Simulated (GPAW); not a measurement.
MnO:

```
Mn O
1.0
     0.00000    2.22200    2.22200
     2.22200    0.00000    2.22200
     2.22200    2.22200    0.00000
Mn O
1 1
Direct
  0.00000 0.00000 0.00000
  0.50000 0.50000 0.50000
```

Base run:

* Program: GPAW 26.7.0
* Functional: r2SCAN
* Potentials or basis: GPAW PAW data sets (gpaw-data 1.2.1)
* Cutoff: 800 eV
* Basis: pw
* k mesh: 7 × 7 × 7
* Occupations: fermi-dirac, width 0.05 eV
* Spin: collinear spin, ferromagnetic start
* Starting moments: [4.0, 0.0] μB
* Hubbard terms: Mn d U = 4 eV

Its results: band gap on the k mesh 0.97 eV, indirect (least direct gap 3.25 eV); pressure 6.9 GPa; net moment 5.00 μB per cell; site moments Mn +4.57; O +0.14 μB.

Q: After a change of settings the same cell gave: band gap on the k mesh 1.20 eV, indirect (least direct gap 3.27 eV); pressure 7.5 GPa; net moment 5.00 μB per cell; site moments Mn +4.59; O +0.13 μB. Which change was it?
A. hubbard terms from Mn d U = 4 eV to Mn d U = 5 eV
B. hubbard terms from Mn d U = 4 eV to none
C. hubbard terms from Mn d U = 4 eV to Mn d U = 8 eV

A: A.

Caveats: the PAW data sets were made with another functional, which shifts forces and pressure a little; an odd mesh through Γ misses points on the zone boundary, where band edges often lie; a cell with one magnetic atom can't hold antiferromagnetic order, which such compounds often take.
